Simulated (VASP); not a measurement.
# Cu₈Au₇: nudged elastic band

Cu₈Au₇, defect, 15 atoms in the cell. PBE, nudged elastic band; PAW potentials Au, Cu (PBE set).

Path: a Au atom hops into a neighbouring Au vacancy; Moving images: 3.

## Input

INCAR.step1:
```
ALGO = Normal ; EDIFF = 1E-6
EDIFFG = -0.02 ; ENCUT = 300
IBRION = 2 ; ISIF = 2
ISMEAR = 1 ; KPAR = 6
LASPH = T ; LCHARG = F
LREAL = F ; LWAVE = F
NELM = 100 ; NSW = 100
POTIM = 0.5 ; PREC = Normal
SIGMA = 0.1
```

INCAR.step3:
```
ALGO = Normal ; EDIFF = 1E-6
EDIFFG = -0.05 ; ENCUT = 300
IBRION = 1 ; IMAGES = 3
ISMEAR = 1 ; KPAR = 2
LASPH = T ; LCHARG = F
LREAL = F ; LWAVE = F
NELM = 100 ; NSW = 100
POTIM = 0.3 ; PREC = Normal
SIGMA = 0.1 ; SPRING = -5
```

KPOINTS:
```
k-points
0
Gamma
  4 4 3
```

00/POSCAR:
```
Cu8Au7
1.0
    5.6214989104      0.0000000000      0.0000000000
    0.0000000000      5.6214989104      0.0000000000
    0.0000000000      0.0000000000      7.3700000000
Au Cu
7 8
Direct
    0.0000000000      0.0000000000      0.5000000000
    0.0000000000      0.5000000000      0.0000000000
    0.0000000000      0.5000000000      0.5000000000
    0.5000000000      0.0000000000      0.0000000000
    0.5000000000      0.0000000000      0.5000000000
    0.5000000000      0.5000000000      0.0000000000
    0.5000000000      0.5000000000      0.5000000000
    0.2432121101      0.2432121101      0.2432669863
    0.2432121101      0.2432121101      0.7567330137
    0.2432121101      0.7567878899      0.2432669863
    0.2432121101      0.7567878899      0.7567330137
    0.7567878899      0.2432121101      0.2432669863
    0.7567878899      0.2432121101      0.7567330137
    0.7567878899      0.7567878899      0.2432669863
    0.7567878899      0.7567878899      0.7567330137
```

01/POSCAR:
```
Cu8Au7
1.0
    5.6214989104      0.0000000000      0.0000000000
    0.0000000000      5.6214989104      0.0000000000
    0.0000000000      0.0000000000      7.3700000000
Au Cu
7 8
Direct
   -0.0000011910      0.0090646078      0.5000137640
   -0.0002033033      0.3843844343     -0.0000617489
   -0.0000011339      0.5103439826      0.5000336156
    0.5000474960      0.0092993833     -0.0000005445
    0.5000075898      0.0081436654      0.5000051487
    0.5001536008      0.5102481213     -0.0000005782
    0.5000103498      0.5113046741      0.5000094776
    0.2501046125      0.2534401400      0.2500052077
    0.2501029920      0.2534404804      0.7499956383
    0.2414743916      0.7608615494      0.2416193022
    0.2414742121      0.7608619689      0.7583803571
    0.7498984553      0.2534415801      0.2500019646
    0.7498999444      0.2534418305      0.7499987410
    0.7585259860      0.7608615794      0.2416193111
    0.7585261608      0.7608620025      0.7583803436
```

02/POSCAR:
```
Cu8Au7
1.0
    5.6214989104      0.0000000000      0.0000000000
    0.0000000000      5.6214989104      0.0000000000
    0.0000000000      0.0000000000      7.3700000000
Au Cu
7 8
Direct
   -0.0000015728      0.0162465318      0.4999667461
   -0.0002559538      0.2673547310     -0.0000003926
   -0.0000018442      0.5181230477      0.5000336089
    0.5001268241      0.0163246722     -0.0000008054
    0.5000159553      0.0146946188      0.4999895632
    0.5001274949      0.5179821912      0.0000007847
    0.5000123305      0.5197574961      0.5000105637
    0.2556090286      0.2692305458      0.2545893633
    0.2556091364      0.2692305331      0.7454105790
    0.2417914879      0.7631485466      0.2419783722
    0.2417914935      0.7631485584      0.7580216496
    0.7443973478      0.2692307303      0.2545823167
    0.7443972429      0.2692307181      0.7454176286
    0.7582091604      0.7631485333      0.2419783219
    0.7582091549      0.7631485456      0.7580217000
```

03/POSCAR:
```
Cu8Au7
1.0
    5.6214989104      0.0000000000      0.0000000000
    0.0000000000      5.6214989104      0.0000000000
    0.0000000000      0.0000000000      7.3700000000
Au Cu
7 8
Direct
   -0.0000012249      0.0230872052      0.4999663971
   -0.0002087446      0.1490531000      0.0000616729
   -0.0000011881      0.5243669093      0.4999862430
    0.5001527346      0.0231764938      0.0000005865
    0.5000095187      0.0221347437      0.4999905623
    0.5000472403      0.5241263004      0.0000005450
    0.5000065442      0.5252948392      0.4999948737
    0.2500983425      0.2803407383      0.2499978396
    0.2500999985      0.2803410878      0.7500012952
    0.2414780947      0.7718492058      0.2416215753
    0.2414782742      0.7718496270      0.7583787772
    0.7499029624      0.2803402477      0.2499964120
    0.7499014377      0.2803405073      0.7500028631
    0.7585219852      0.7718492848      0.2416216567
    0.7585218104      0.7718497096      0.7583787004
```

04/POSCAR:
```
Cu8Au7
1.0
    5.6214989104      0.0000000000      0.0000000000
    0.0000000000      5.6214989104      0.0000000000
    0.0000000000      0.0000000000      7.3700000000
Au Cu
7 8
Direct
    0.0000000000      0.0333333333      0.5000000000
    0.0000000000      0.0333333333      0.0000000000
    0.0000000000      0.5333333333      0.5000000000
    0.5000000000      0.0333333333      0.0000000000
    0.5000000000      0.0333333333      0.5000000000
    0.5000000000      0.5333333333      0.0000000000
    0.5000000000      0.5333333333      0.5000000000
    0.2432106312      0.2901227022      0.2432668696
    0.2432106312      0.2901227022      0.7567331304
    0.2432106312      0.7765439645      0.2432668696
    0.2432106312      0.7765439645      0.7567331304
    0.7567893688      0.2901227022      0.2432668696
    0.7567893688      0.2901227022      0.7567331304
    0.7567893688      0.7765439645      0.2432668696
    0.7567893688      0.7765439645      0.7567331304
```

POSCAR.step1:
```
Cu8Au7
1.0
    5.6214989104      0.0000000000      0.0000000000
    0.0000000000      5.6214989104      0.0000000000
    0.0000000000      0.0000000000      7.3700000000
Au Cu
7 8
Direct
    0.0000000000      0.0000000000      0.5000000000
    0.0000000000      0.5000000000      0.0000000000
    0.0000000000      0.5000000000      0.5000000000
    0.5000000000      0.0000000000      0.0000000000
    0.5000000000      0.0000000000      0.5000000000
    0.5000000000      0.5000000000      0.0000000000
    0.5000000000      0.5000000000      0.5000000000
    0.2500000000      0.2500000000      0.2500000000
    0.2500000000      0.2500000000      0.7500000000
    0.2500000000      0.7500000000      0.2500000000
    0.2500000000      0.7500000000      0.7500000000
    0.7500000000      0.2500000000      0.2500000000
    0.7500000000      0.2500000000      0.7500000000
    0.7500000000      0.7500000000      0.2500000000
    0.7500000000      0.7500000000      0.7500000000
```

POSCAR.step2:
```
Cu8Au7
1.0
    5.6214989104      0.0000000000      0.0000000000
    0.0000000000      5.6214989104      0.0000000000
    0.0000000000      0.0000000000      7.3700000000
Au Cu
7 8
Direct
    0.0000000000      0.0000000000      0.5000000000
    0.0000000000      0.0000000000      0.0000000000
    0.0000000000      0.5000000000      0.5000000000
    0.5000000000      0.0000000000      0.0000000000
    0.5000000000      0.0000000000      0.5000000000
    0.5000000000      0.5000000000      0.0000000000
    0.5000000000      0.5000000000      0.5000000000
    0.2500000000      0.2500000000      0.2500000000
    0.2500000000      0.2500000000      0.7500000000
    0.2500000000      0.7500000000      0.2500000000
    0.2500000000      0.7500000000      0.7500000000
    0.7500000000      0.2500000000      0.2500000000
    0.7500000000      0.2500000000      0.7500000000
    0.7500000000      0.7500000000      0.2500000000
    0.7500000000      0.7500000000      0.7500000000
```

Commands (each step's output is kept before the next begins):
```
cat potpaw_PBE.64/Au/POTCAR potpaw_PBE.64/Cu/POTCAR > POTCAR
cp INCAR.step1 INCAR
cp POSCAR.step1 POSCAR
mpirun -np 6 vasp_std > vasp.out
cp POSCAR.step2 POSCAR
mpirun -np 6 vasp_std > vasp.out
# 00 and 04 hold the relaxed ends; the images between are interpolated (pair-distance (IDPP))
cp INCAR.step3 INCAR
mpirun -np 6 vasp_std > vasp.out
```

## Result

- Barrier (eV): 1.112
- Barrier of the reverse step (eV): 1.112
- Energy of the second end over the first (eV): 0.000
- Top of the path (share of its length): 0.50
- Length of the path (Å): 3.01
- Steps of the band: 9
- Ionic steps, all stages: 21
- Electronic steps, all stages: 377

Energy along the relaxed band:

| Image | Distance along the path (Å) | Energy above the first end (eV) | Slope along the path (eV/Å) | Largest force across the path (eV/Å) |
|---|---|---|---|---|
| 0 | 0.000 | 0.000 | relaxed end |  |
| 1 | 0.755 | 0.500 | 1.208 | 0.044 |
| 2 | 1.503 | 1.112 | 0.001 | 0.030 |
| 3 | 2.252 | 0.501 | -1.212 | 0.040 |
| 4 | 3.007 | -0.000 | relaxed end |  |

The cell is AuCu (16 atoms) with one Au atom missing.

The two ends have the same energy within 0.01 eV.

Limits: the cell holds 15 atoms, so the vacancy or interstitial meets its own images and the barrier isn't that of a lone defect; the atom stays on the straight, symmetric line between the sites, so the barrier is an upper bound: a way around it wasn't tried.

VASP 6.6.1 took 916 s on 6 cores (Intel Xeon Platinum 8488C (Sapphire Rapids)), a shared host.
